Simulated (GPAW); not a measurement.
# Ge (Ia-3) in GPAW: single point with PBE

Aim: the single point of Ge with PBE.

All numbers are computed with GPAW 26.7.0; they aren't measurements. Logs are shortened: lines on timing, memory, paths and dates and some standing lists are left out, and cuts for length are marked. The log counts tension as positive stress, the text compression.

**1. The cell of the first run**

It takes space group Ia-3 (No. 206, cubic). Conventional cell: a = 6.968 Å, b = 6.968 Å, c = 6.968 Å, α = 90.00°, β = 90.00°, γ = 90.00°. Around Ge (site symmetry 3) lie 4 Ge at 2.43 to 2.51 Å.

This isn't the form of Ge at room conditions, which is diamond.

**2. Single point, PBE (the cell as VASP's run set it)**

run.py

```python
from ase import Atoms
from ase.dft.bandgap import bandgap
from ase.io import write
from ase.units import GPa
from gpaw import GPAW, PW

atoms = Atoms(['Ge', 'Ge', 'Ge', 'Ge', 'Ge', 'Ge', 'Ge', 'Ge'],
              cell=[[6.03475995, 0.0, 0.0],
                    [-2.0115866496, 5.6896262448, 0.0],
                    [-2.0115866496, -2.8448131215, 4.9273608666]],
              scaled_positions=[[0.29889908, 0.29889908, 0.29889908],
                                [0.0, 0.20110092, 0.5],
                                [0.20110092, 0.5, 0.0],
                                [0.5, 0.0, 0.20110092],
                                [0.70110092, 0.70110092, 0.70110092],
                                [0.0, 0.79889908, 0.5],
                                [0.79889908, 0.5, 0.0],
                                [0.5, 0.0, 0.79889908]],
              pbc=True)

calc = GPAW(mode=PW(600),
            xc='PBE',
            kpts={'size': (6, 6, 6), 'gamma': True},
            occupations={'name': 'methfessel-paxton', 'order': 0, 'width': 0.1},
            nbands=32,
            convergence={'density': 1e-05, 'energy': 1e-05},
            maxiter=150,
            txt='gpaw.txt')
atoms.calc = calc
energy = atoms.get_potential_energy()
forces = atoms.get_forces()
stress = atoms.get_stress()
calc.write('gs.gpw')
write('result.traj', atoms)
print(f'Energy: {energy:.6f} eV')
print('Forces (eV/A):')
print(forces.round(4))
print('Stress (GPa):', (stress / GPa).round(3))
print('Fermi level:', round(calc.get_fermi_level(), 4), 'eV')
print(f'Gap: {bandgap(calc)[0]:.4f} eV, direct: {bandgap(calc, direct=True)[0]:.4f} eV')
```

Potentials or basis: GPAW PAW data sets (gpaw-data 1.2.1), pw.

Launch:

```sh
$ OMP_NUM_THREADS=1 python run.py
```

gpaw.txt:

```text
__  _  _
 | _ |_)|_||  |
 |__||  | ||/\| - 26.7.0

Input parameters:
  mode=PW(ecut=600.0),
  convergence={'density': 1e-05, 'energy': 1e-05},
  kpts=MonkhorstPack(size=(6, 6, 6), gamma=True),
  maxiter=150,
  nbands=32,
  occupations=Occupations(name='methfessel-paxton', order=0, width=0.1),
  xc=XC(name='PBE')

Diagonalizing LCAO Hamiltonian
Converting LCAO to pw mode

                    Ge
           Ge
                 Ge
            Ge   Ge
                  Ge       Ge
                     Ge

Atoms  # Å, Bohr magnetons
|   | symbol |         x |         y |        z |    initial magnetic moments |
|---|--------|-----------|-----------|----------|-----------------------------|
| 0 |     Ge |  0.601261 |  0.850312 | 1.472784 | ( 0.0000,  0.0000,  0.0000) |
| 1 |     Ge | -1.410325 | -0.278217 | 2.463680 | ( 0.0000,  0.0000,  0.0000) |
| 2 |     Ge |  0.207802 |  2.844813 | 0.000000 | ( 0.0000,  0.0000,  0.0000) |
| 3 |     Ge |  2.612848 | -0.572095 | 0.990897 | ( 0.0000,  0.0000,  0.0000) |
| 4 |     Ge |  1.410325 |  1.994501 | 3.454577 | ( 0.0000,  0.0000,  0.0000) |
| 5 |     Ge | -2.612848 |  3.123031 | 2.463680 | ( 0.0000,  0.0000,  0.0000) |
| 6 |     Ge |  3.815371 |  2.844813 | 0.000000 | ( 0.0000,  0.0000,  0.0000) |
| 7 |     Ge |  1.410325 | -2.272719 | 3.936464 | ( 0.0000,  0.0000,  0.0000) |

Unit cell  # Å
| periodic |         x |         y |        z |  lengths |     angles |
|----------|-----------|-----------|----------|----------|------------|
|      yes |  6.034760 |  0.000000 | 0.000000 | 6.034760 | 109.471221 |
|      yes | -2.011587 |  5.689626 | 0.000000 | 6.034760 | 109.471221 |
|      yes | -2.011587 | -2.844813 | 4.927361 | 6.034760 | 109.471221 |

Number of symmetries: 6
Symmetry operations  # r_c * U_cc + t_c -> r_c
|   | kind |            matrix            |
|---|------|------------------------------|
| 0 |  E   |  1, 0, 0,  0, 1, 0,  0, 0, 1 |
| 1 |  C3  |  0, 1, 0,  0, 0, 1,  1, 0, 0 |
| 2 |  C3  |  0, 0, 1,  1, 0, 0,  0, 1, 0 |
| 3 |  S6  |  0, 0,-1, -1, 0, 0,  0,-1, 0 |
| 4 |  S6  |  0,-1, 0,  0, 0,-1, -1, 0, 0 |
| 5 |  i   | -1, 0, 0,  0,-1, 0,  0, 0,-1 |

BZ-sampling:
  Number of BZ points: 216
  Number of IBZ points: 40

  Monkhorst-Pack size: [6, 6, 6]
  Monkhorst-Pack shift: [0.08333333333333333, 0.08333333333333333, 0.08333333333333333]

K-points  # in reciprocal-cell coordinates
|     |                                coordinates |     weight |
|-----|--------------------------------------------|------------|
|   0 | (  0.00000000,   0.00000000,   0.00000000) | 0.00462963 |
|   1 | (  0.16666667,   0.00000000,  -0.16666667) | 0.02777778 |
|   2 | (  0.16666667,   0.00000000,   0.00000000) | 0.02777778 |
|   3 | (  0.16666667,   0.16666667,  -0.16666667) | 0.02777778 |
|   4 | (  0.16666667,   0.16666667,   0.00000000) | 0.02777778 |
|   5 | (  0.16666667,   0.16666667,   0.16666667) | 0.00925926 |
|   6 | (  0.33333333,  -0.16666667,  -0.33333333) | 0.02777778 |
|   7 | (  0.33333333,  -0.16666667,  -0.16666667) | 0.02777778 |
|   8 | (  0.33333333,  -0.16666667,   0.00000000) | 0.02777778 |
|   9 | (  0.33333333,  -0.16666667,   0.16666667) | 0.02777778 |
| ... |                                            |            |
|  39 | (  0.50000000,   0.50000000,   0.50000000) | 0.00462963 |

Plane wave coefficients: 5680
Cutoff: 600.0 eV

Spin-components: 1 (collinear spins)
Bands:           32
Projectors:      40
Spin-degeneracy: 2
Datatype:        complex128

Parallelization:
  kpt:    1
  domain: 1
  band:   1

Density:
  Valence electrons: 32.0
  Components: 1
  Grid points: [35 35 35]
  Charge: 0.0  # |e|

Potential:
  Grid points: [35 35 35]

species:
  Ge:
    name:    Germanium
    Z:       32.0
    valence: 4
    core:    28
    charge:  0.0  # [|e|]
    compensation charges:
      type: gauss
      rc: 0.32  # [Å]
      lmax: 2
    cutoffs:
      filter: 1.77  # [Å]
      core: 3.42  # [Å]
    projectors
    | kind |    occ | energy [eV] | rcut [Å] |
    |------|--------|-------------|----------|
    |   4s |  2.000 |     -11.726 |    1.005 |
    |   4p |  2.000 |      -3.896 |    1.005 |
    |    s |        |      15.485 |    1.005 |
    |    p |        |      23.315 |    1.005 |
    |    d |        |       0.000 |    1.005 |

    Using partial waves for Ge as LCAO basis

Reference energy: -456781.102820  # eV

eigensolver:
  PPCG
  Converge bands: occupied
  niter=2

density mixing:
  MSR1-Mixer
  Pratt-step length: 0.05
  Maximum mixing coefficient: 0.75
  Old densities: 10
  SVD Regularization: 0.005
  Good broyden scale: 1.0
  Trust region scale: 1.0
  Backstep threshold: 4.0
  History deletion threshold: 6.0
  Fourier metric: weight=20.0, sigma=0.015

occupation numbers:
  Methfessel-Paxton:
    width: 0.1000  # eV
    order: 0

poisson solver:
  ecut: 4800.0  # eV

xc functional:
  name: PBE with 2 nearest neighbor stencil

convergence criteria:
- Maximum integral of absolute [dens]ity change: 1e-05 electrons / valence electron
- Maximum [total energy] change in last 3 cyles: 1e-05 eV / valence electron
- Maximum integral of absolute [eigenst]ate change: 4e-08 eV^2 / valence electron
maximum number of iterations: 150

SCF iterations
|iter     | |      energy | eigst |  dens |
|---------|-|-------------|-------|-------|
|iter:   1| |  -35.058784 | -0.60 |       |
|iter:   2| |  -35.049102 | -2.92 | -0.96 |
|iter:   3| |  -34.967217 | -2.61 | -0.99 |
|iter:   4| |  -34.966587 | -3.93 | -1.59 |
|iter:   5| |  -34.966841 | -5.22 | -2.39 |
|iter:   6| |  -34.966874c| -6.63 | -3.07 |
|iter:   7| |  -34.966874c| -8.11c| -3.96 |
|iter:   8| |  -34.966874c| -8.08c| -4.58 |
|iter:   9| |  -34.966874c| -9.28c| -5.51c|

Converged in 9 steps
Energy contributions relative to reference atoms: (reference = -456781.102820)

Energy contributions:
  Kinetic:          91.664956
  Coulomb:         -81.660397
  Zero:              0.012388
  External:          0.000000
  Xc:              -44.979307
  Entropy:          -0.009029
  Spinorbit:         0.000000
  ----------------------------
  Free energy:     -34.971389
  Extrapolated:    -34.966874

dipole moment: (-13.124713, -18.561147, -32.148850)  # |e|*Ang

Fermi level: 6.588
Eigenvalues  # (at kpt = [0.000, 0.000, 0.000])
| band index |      eig [eV] | occ [0-2] |
|------------|---------------|-----------|
|          0 |        -6.271 |     2.000 |
|        ... |               |           |
|          8 |         2.100 |     2.000 |
|          9 |         2.100 |     2.000 |
|         10 |         3.042 |     2.000 |
|         11 |         3.042 |     2.000 |
|         12 |         3.042 |     2.000 |
|         13 |         5.333 |     2.000 |
[... 8 lines left out ...]
|         22 |        11.460 |     0.000 |
|         23 |        11.460 |     0.000 |
|        ... |               |           |
|         31 |        13.795 |     0.000 |

No gap
No difference between direct/indirect transitions

Forces  # eV/Ang
|        x |        y |        z |
|----------|----------|----------|
| -0.09355 | -0.13231 | -0.22916 |  # Ge   0
| -0.09354 |  0.26462 | -0.00000 |  # Ge   1
|  0.28067 | -0.00001 |  0.00001 |  # Ge   2
| -0.09357 | -0.13230 |  0.22917 |  # Ge   3
|  0.09355 |  0.13231 |  0.22916 |  # Ge   4
|  0.09354 | -0.26462 |  0.00000 |  # Ge   5
| -0.28067 |  0.00001 | -0.00001 |  # Ge   6
|  0.09357 |  0.13230 | -0.22917 |  # Ge   7

Stress tensor  # eV/Ang^3
|         x |         y |         z |
|-----------|-----------|-----------|
| -0.019365 |  0.000000 |  0.000000 |
|  0.000000 | -0.019365 |  0.000000 |
|  0.000000 |  0.000000 | -0.019365 |

# Writing to gs.gpw (mode='')
```

Run time: 1.9 min. Hardware: 1 thread of Arm Neoverse V2, shared host; peak memory 0.36 GiB.

What came out:

```yaml
Free_energy: -34.9714 eV
Pressure: 3.1 GPa
Largest_force: 0.281 eV/Å
Band_gap_on_the_k_mesh: none (metal or under the smearing width)
```

Forces on the atoms (eV/Å):
```
Ge  -0.094 -0.132 -0.229
Ge  -0.094  0.265  0.000
Ge   0.281  0.000  0.000
Ge  -0.094 -0.132  0.229
Ge   0.094  0.132  0.229
Ge   0.094 -0.265  0.000
Ge  -0.281  0.000  0.000
Ge   0.094  0.132 -0.229
```

Levels at points of the mesh, in eV from the Fermi level:
| k point | band 13 | band 14 | band 15 | band 16 | band 17 | band 18 | band 19 | band 20 |
| --- | --- | --- | --- | --- | --- | --- | --- | --- |
| (0.00, 0.00, 0.00) | -3.55 | -1.26 | -1.26 | -0.83 | 1.58 | 1.58 | 1.58 | 3.87 |
| (0.50, 0.00, 0.00) | -1.96 | -1.96 | -1.10 | -1.10 | 0.45 | 0.45 | 1.92 | 1.92 |
| (0.50, 0.50, 0.00) | -1.96 | -1.96 | -1.10 | -1.10 | 0.45 | 0.45 | 1.92 | 1.92 |
| (0.50, 0.50, 0.50) | -2.33 | -1.51 | 0.39 | 0.39 | 0.39 | 1.47 | 2.55 | 2.84 |
